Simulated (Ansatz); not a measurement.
# BP at 1 GPa: from Born charge to LO–TO splitting and polaron coupling

The calculation used DFT PBE, scalar-relativistic, plane waves, PAW in Ansatz. Settings: 420 eV plane-wave cutoff, Γ-centred 10×10×10 mesh, fixed occupations. No spin polarisation. Phonons by linear response, acoustic sum rule imposed.

The cell, relaxed at 1 GPa:
```yaml
crystal:
  lattice:
    - [0.00000, 2.26960, 2.26960]
    - [2.26960, 0.00000, 2.26960]
    - [2.26960, 2.26960, 0.00000]
  atoms:
    - { symbol: B, position: [0.00000, 0.00000, 0.00000] }
    - { symbol: P, position: [0.75000, 0.75000, 0.75000] }
```

Linear response gives ν_TO = 804.5 cm⁻¹, Born charges ±0.512 e (positive on P) and ε∞ = 9.154. The primitive cell holds 23.382 Å³, and the masses are 10.810 and 30.974 amu.

Problem. Find ν_LO and the static dielectric constant.

Solution. The long-wave field adds a restoring force: ω_LO² − ω_TO² = Z*²e²/(ε_vac ε∞ μV). In these units ν_LO² − ν_TO² = 4.92064×10⁷ Z*²/(μ V ε∞) cm⁻², with μ = m₁m₂/(m₁ + m₂) = 8.013 amu: 7509 cm⁻². So ν_LO = √(804.5² + 7509) = 809.2 cm⁻¹, and the run gives 809.1. Lyddane–Sachs–Teller then gives ε0 = ε∞ (ν_LO/ν_TO)² = 9.26, against 9.26 in the run (it forms both from the same three quantities, so the match checks the arithmetic only). Between ν_TO and ν_LO the dielectric function is negative and an undamped crystal reflects fully: a reststrahlen band from 12.4 to 12.4 μm.

Problem. What do the Clausius–Mossotti polarisability and the Szigeti charge come to?

Solution. With the Lorentz local field, α = (3V/4π)(ε∞ − 1)/(ε∞ + 2) = 4.08 Å³ for the pair, and e_S = 3Z*/(ε∞ + 2) = 0.14 e. The Born charge includes the electrons' response to the dipole's own local field, and e_S takes that enhancement out. The Lorentz field assumes point-like polarisable ions, a poor picture once ε∞ is this large, since the electron clouds then overlap or are shared, so both numbers are formal here.

Problem. How strongly does a slow electron couple to the LO mode?

Solution. For one isotropic parabolic band, Fröhlich's constant is α_F = (1/ε∞ − 1/ε0) √(m* Ry/ħω_LO), with Ry = 13.606 eV, ħω_LO = 100.3 meV and m* in free-electron masses: α_F = 0.0013 × 11.65 × √m* = 0.01 √m*. The band mass isn't part of this run; for m* = 0.1, 0.3 and 1 it gives 0.00, 0.01, 0.01. In weak coupling the polaron lies α_F ħω_LO below the band edge (1 meV at m* = 0.3) with a mass m*(1 + α_F/6); past α_F of about 5 or 6 that expansion fails. A semilocal functional's ε∞ tends to be too large, which taken alone lowers α_F.

Cost: 1 run of about 0.19 core-minutes, on AMD EPYC 9R45 (Zen 5) (shared hosts).

BP comes out as an almost non-polar lattice with a very stiff optical mode. The high ν_TO reflects short, strong covalent bonds and the light boron atom, not ionic forces. The long-wave field adds little because the Born charge is small and enters squared, while the easily polarised bond electrons screen what remains. The lattice therefore barely raises the dielectric constant above ε∞, and Fröhlich coupling is weak for any ordinary band mass.

The positive charge on P runs against the usual electronegativity order. A Born charge measures how polarisation changes as atoms move, so it need not follow the static charge. Boron's compact 2p shell, with no p core beneath it, lies close in energy to phosphorus 3p, and the reversed sign probably reflects electron density in the bonds shifting towards boron.

The small α_F supports weak polar coupling only: carriers can still scatter through deformation potentials, including those of non-polar optical modes, so high mobility does not follow from it.
